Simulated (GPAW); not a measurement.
Records of electronic-structure calculations.

**Quasiparticle gap of BaTe (Fm-3m) in GPAW**

It takes space group Fm-3m (No. 225, cubic). The conventional cell has a = 6.986 Å, b = 6.986 Å, c = 6.986 Å, α = 90.00°, β = 90.00°, γ = 90.00°. Nearest to Ba lie 6 Te at 3.49 Å. Nearest to Te lie 6 Ba at 3.49 Å. Farther neighbours and most contacts between anions are not listed.

```xyz
2
Lattice="0.0000 3.4930 3.4930 3.4930 0.0000 3.4930 3.4930 3.4930 0.0000" Properties=species:S:1:pos:R:3 pbc="T T T"
Ba    0.0000    0.0000    0.0000
Te    3.4930    3.4930    3.4930
```

```
method               : DFT, PBE, plane waves, PAW (and 1 further level or step)
program              : GPAW 26.7.0
settings of one run  : cutoff 450 eV, GPAW PAW setups 1.2.1 data release, 4×4×4 k-mesh, nbands 148
cost                 : 3 runs, 58 s in all on 4 MPI ranks of Arm Neoverse V2, shared host (the runs of this entry)
notes                : The database entry behind the starting cell differs from later determinations by our own check (about 0.2 % short). The cell and positions come from the Crystallography Open Database and are kept as given unless a step says otherwise. Limits: no spin-orbit coupling. Bands and cutoff are finite, so the gap is not at the basis limit. The miss can reach some tenths of an eV and take either sign; the mesh is an error of its own.
PBE gap              : 1.53 eV, indirect
G0W0 gap on the mesh : 2.40 eV
GW settings          : 4×4×4 mesh, 138 bands, screening to 80 eV, Godby-Needs plasmon pole
known limits         : not at the basis limit; no spin-orbit coupling
```

G0W0 moves the gap on the mesh from 1.53 eV to 2.40 eV (+0.88 eV), with Z of 0.80 and 0.82 at the edges. Only 2 of the mesh's irreducible points were corrected, so a valley elsewhere could overtake.

[Paths, hosts, dates, memory and timing lines, banners, echoed tables and standing remarks are left out of the program output.]

[Logs are printed without paths, hosts, clocks, repeated set-up lines and the standing remarks that a program may print on its own settings, such as how far it seeks lower states.]

[Runs of the session that timed out or met a known fault of the program may be left out.]

[Hosts, paths, dates, database ids (printed as entryN), source tags and the programs' standing remarks are cut or masked in the printed files.]
